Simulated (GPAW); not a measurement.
**CoSi in GPAW: convergence with smearing width (eV)**

Input of the first run (smearing width (eV) 0.5); the others differ in this setting and in those tied to it:

File run.py:

```python
from ase import Atoms
from ase.dft.bandgap import bandgap
from ase.io import write
from ase.units import GPa
from gpaw import GPAW, PW, setup_paths

setup_paths.insert(0, '.')

atoms = Atoms(['Co', 'Si'],
              cell=[[2.781334, 0.0, 0.0],
                    [0.0, 2.781334, 0.0],
                    [0.0, 0.0, 2.781334]],
              scaled_positions=[[0.0, 0.0, 0.0],
                                [0.5, 0.5, 0.5]],
              pbc=True)
atoms.set_initial_magnetic_moments([2.0, 0.0])

calc = GPAW(mode=PW(600),
            xc='PBEsol',
            kpts={'size': (10, 10, 10), 'gamma': True},
            occupations={'name': 'methfessel-paxton', 'order': 0, 'width': 0.5},
            nbands=16,
            convergence={'density': 1e-05, 'energy': 1e-05},
            maxiter=100,
            txt='gpaw.txt')
atoms.calc = calc
energy = atoms.get_potential_energy()
forces = atoms.get_forces()
stress = atoms.get_stress()
calc.write('gs.gpw')
write('result.traj', atoms)
print(f'Energy: {energy:.6f} eV')
print('Forces (eV/A):')
print(forces.round(4))
print('Stress (GPa):', (stress / GPa).round(3))
print('Moments:', calc.get_magnetic_moments().round(3))
print('Fermi level:', round(calc.get_fermi_level(), 4), 'eV')
print(f'Gap: {bandgap(calc)[0]:.4f} eV, direct: {bandgap(calc, direct=True)[0]:.4f} eV')
```

Potentials or basis: PAW data sets generated in the run's folder for this functional, pw.

Command:

```sh
$ gpaw-setup -f PBEsol Co Si
$ OMP_NUM_THREADS=1 python run.py
```

Measurements of this composition are mostly on another form, of space group No. 198.

Hardware: 1 thread of Arm Neoverse V1 (shared host).

Q: The values tried are 0.5, 0.3, 0.2, 0.15, 0.1, 0.05, 0.025, 0.01, loosest first. From which on does the pressure stay within 0.1 GPa of the tightest run that finished?

A: From 0.2 on.

```tsv
smearing width (eV)	energy less the tightest run, at zero smearing (meV/atom)	pressure (GPa)	largest site moment (μB)	SCF cycles	CPU time (s)	peak memory (GiB)
0.5	-1.52	-5.47	0.00	16	38	0.16
0.3	-2.14	-5.35	0.45	13	29	0.15
0.2	-1.03	-5.24	0.51	13	28	0.16
0.15	-0.52	-5.20	0.52	13	28	0.15
0.1	-0.19	-5.19	0.54	12	28	0.15
0.05	-0.06	-5.21	0.54	13	29	0.15
0.025	-0.03	-5.22	0.54	13	29	0.16
0.01	0.00	-5.22	0.54	13	29	0.16
```

Against the tightest run, the energy stays within 1 meV/atom from 0.15 on; the largest site moment stays within 0.02 μB from 0.15 on. Narrower smearing needs a denser k mesh, so at a fixed mesh the narrowest width isn't the most accurate. The tightest run that finished is the yardstick and may itself not be fully converged.
